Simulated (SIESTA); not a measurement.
Runs of SIESTA 5.4.2 on CdTe. The structure is cubic, space group F-43m (No. 216). Conventional cell: a = 6.410 Å, b = 6.410 Å, c = 6.410 Å, α = 90.00°, β = 90.00°, γ = 90.00°. Around Te (site symmetry -43m) lie 4 Cd at 2.78 Å. Cd (site symmetry -43m) has 4 Te at 2.78 Å as nearest neighbours. 

```tsv
task	level	potentials or basis	gap on the mesh (eV)	pressure (GPa)
band structure	PBE	PseudoDojo 0.4 standard (PBE files), TZDP (energy shift 0.002 Ry)	(a)	4.7
band structure	RPBE	PseudoDojo 0.4 standard (PBE files), DZP (energy shift 0.002 Ry)	1.39	6.3
band structure	PBE	PseudoDojo 0.4 standard (PBE files), DZP (energy shift 0.002 Ry)	1.21	4.7
band structure	AM05	PseudoDojo 0.4 standard (PBEsol files), DZP (energy shift 0.002 Ry)	1.18	(b)
```

Alike in all rows: no spin polarisation; cell as given; k mesh 7 × 7 × 7; smearing fermi-dirac 0.05 eV; grid cutoff 800 Ry; energy shift 0.002 Ry.

Question: Fill in the values left out.

Answer: (a) 1.05; (b) 2.5.

Caveats: semicore shells carry a single zeta, which can move pressures by several GPa and volumes by a few percent; spin-orbit coupling is left out, which moves the levels of the heavy elements; the basis of atomic orbitals isn't converged, which shifts pressures, moduli and gaps; the potentials were made for another functional, which shifts forces and pressure (some runs).

A k mesh can miss the band edges, and the runs leave out spin-orbit coupling on Cd, Te.
